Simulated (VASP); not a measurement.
## Si2W: relaxation of cell and atoms with PBEsol

Si2W:

```
CELL_PARAMETERS angstrom
-1.60737 1.60737 3.90103
1.60737 -1.60737 3.90103
1.60737 1.60737 -3.90103
ATOMIC_POSITIONS crystal
Si 0.33499 0.33499 0.00000
Si 0.66501 0.66501 0.00000
W 0.00000 0.00000 0.00000
```

The cell is a database's computed one.

```json
{
  "Program": "VASP 6.6.1",
  "Task": "relaxation of cell and atoms",
  "Functional": "PBEsol",
  "Potentials or basis": "VASP PAW PBE potentials, release 64 (Si, W)",
  "Cutoff": "580 eV",
  "k mesh": "18 × 18 × 18",
  "Occupations": "gaussian, width 0.1 eV",
  "Spin": "no spin polarisation",
  "Further INCAR settings": "ALGO = Normal; EDIFF = 1e-07; IBRION = 2; EDIFFG = -0.005; NSW = 90; ISIF = 3"
}
```

```
Relaxed volume                         : 13.35 Å³/atom
Relaxed cell                           : a = 4.515 Å, b = 4.515 Å, c = 4.515 Å, α = 138.47°, β = 138.47°, γ = 60.18°
Space group after relaxing (to 0.05 Å) : I4/mmm (No. 139)
Energy gained by relaxing              : 0.8 meV/atom
Ionic steps                            : 6
Pressure after relaxing                : 0.0 GPa
Band gap on the k mesh                 : none (metal or under the smearing width)
```

Step by step:
```
step  energy change (eV)  largest force (eV/Å)  pressure (GPa)  volume (Å³)
   1              0.0000                0.0635           -1.40        40.32
   2              0.0010                0.0404            2.51        39.63
   3             -0.0023                0.0528            0.33        40.00
   4             -0.0023                0.0100           -0.31        40.09
   5             -0.0025                0.0181           -0.02        40.05
   6             -0.0025                0.0017            0.00        40.05
```

Final structure:
```cif
data_structure
_symmetry_space_group_name_H-M 'P 1'
_symmetry_Int_Tables_number 1
_cell_length_a 4.5154
_cell_length_b 4.5154
_cell_length_c 4.5154
_cell_angle_alpha 138.473
_cell_angle_beta 138.473
_cell_angle_gamma 60.179
_cell_volume 40.05
loop_
_atom_site_label
_atom_site_type_symbol
_atom_site_fract_x
_atom_site_fract_y
_atom_site_fract_z
_atom_site_occupancy
Si1 Si 0.33453 0.33453 0.00000 1
Si2 Si 0.66547 0.66547 0.00000 1
W1 W 0.00000 0.00000 0.00000 1
```

Levels at points of the mesh, in eV from the Fermi level:
```csv
k point,band 4,band 5,band 6,band 7,band 8,band 9,band 10,band 11
"(0.00, 0.00, 0.00)",-3.41,-2.87,-2.87,0.61,2.85,2.91,3.17,3.17
"(0.50, 0.00, 0.00)",-4.90,-2.82,-2.82,-0.46,2.71,2.86,4.01,4.47
"(0.50, 0.50, 0.00)",-5.47,-5.06,-3.31,-1.78,2.87,2.98,3.15,3.90
"(0.50, 0.50, 0.50)",-2.63,-0.81,-0.81,-0.52,-0.52,0.79,4.60,4.99
```

Run time: 13 min on 1 thread of AMD EPYC 9R14 (Zen 4), on a shared host, peak memory 0.42 GiB.

Caveat: the PAW data sets were made with another functional, which shifts forces and pressure a little. The run has no spin-orbit coupling, so splittings on W are missing.
